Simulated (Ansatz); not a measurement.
A relaxation computed with Ansatz, from input to last step.

```yaml
crystal:
  lattice:
    - [3.7644458745, 0.0, 0.0]
    - [-1.8822229373, 3.2601057585, 0.0]
    - [0.0, 0.0, 4.8652984078]
  atoms:
    - { symbol: Pt, position: [0.0, 0.0, 0.0] }
    - { symbol: Se, position: [0.3333333333, 0.6666666667, 0.2644373556] }
    - { symbol: Se, position: [0.6666666667, 0.3333333333, 0.7355626444] }
basis:
  ecutwfc: 420
kpoints:
  mp_grid: { grid: [12, 12, 8] }
hamiltonian:
  xc: pbe
  dispersion: d3bj
scf:
  occupations: { method: gaussian, width: 0.1 }
output:
  forces: true
  stress: true
  eigenvalues: true
  write_density: true
  write_potential: true
  elf: true
  volumetric_format: npy
relax:
  adjacent_minimum: "off"
  f_tol: 0.02
  max_steps: 70
  cell: { stress_tol: 0.1 }
```

```bash
ansatz run input.yaml --threads 2 --pin off --max-ram 5120MiB --backend cpu --events-out ev --progress --plain --runs-dir out
```

These are results of DFT PBE+D3(BJ), scalar-relativistic, plane waves, PAW in Ansatz, not measurements.

Of 3 frames 3 are shown, positions in Å and forces in eV/Å; the SCF threshold varies from step to step. Steps run on the plane waves of an earlier cell, with a Pulay correction in the pressure. The basis is chosen afresh for the last frame, the zero of the energies, and can be on the way; energy and pressure step there, also at an unchanged geometry.

```xyz
3
Lattice="3.7644 0.0000 0.0000 -1.8822 3.2601 0.0000 0.0000 0.0000 4.8653" Properties=species:S:1:pos:R:3:forces:R:3 pbc="T T T" step=1 free_energy_over_end_meV_per_atom=0.23 pressure_GPa=-0.07
Pt    0.0000    0.0000    0.0000    0.0000    0.0000    0.0000
Se    0.0000    2.1734    1.2866    0.0000    0.0000   -0.0020
Se    1.8822    1.0867    3.5787    0.0000    0.0000    0.0020
3
Lattice="3.7702 0.0000 0.0000 -1.8851 3.2651 0.0000 0.0000 0.0000 4.8293" Properties=species:S:1:pos:R:3:forces:R:3 pbc="T T T" step=2 free_energy_over_end_meV_per_atom=-0.02 pressure_GPa=0.01
Pt    0.0000    0.0000    0.0000    0.0000    0.0000    0.0000
Se    0.0000    2.1767    1.2811    0.0000    0.0000    0.0030
Se    1.8851    1.0884    3.5482    0.0000    0.0000   -0.0030
3
Lattice="3.7702 0.0000 0.0000 -1.8851 3.2651 0.0000 0.0000 0.0000 4.8293" Properties=species:S:1:pos:R:3:forces:R:3 pbc="T T T" step=3 free_energy_over_end_meV_per_atom=0.00 pressure_GPa=0.01
Pt    0.0000    0.0000    0.0000    0.0000    0.0000    0.0000
Se    0.0000    2.1767    1.2811    0.0000    0.0000    0.0030
Se    1.8851    1.0884    3.5482    0.0000    0.0000   -0.0030
```

It took 12 s on 2 threads of Intel(R) Xeon(R) Platinum 8488C (Sapphire Rapids), on a shared host, peak memory 0.57 GiB.

Spin–orbit coupling is left out, which can shift energies with elements as heavy as these.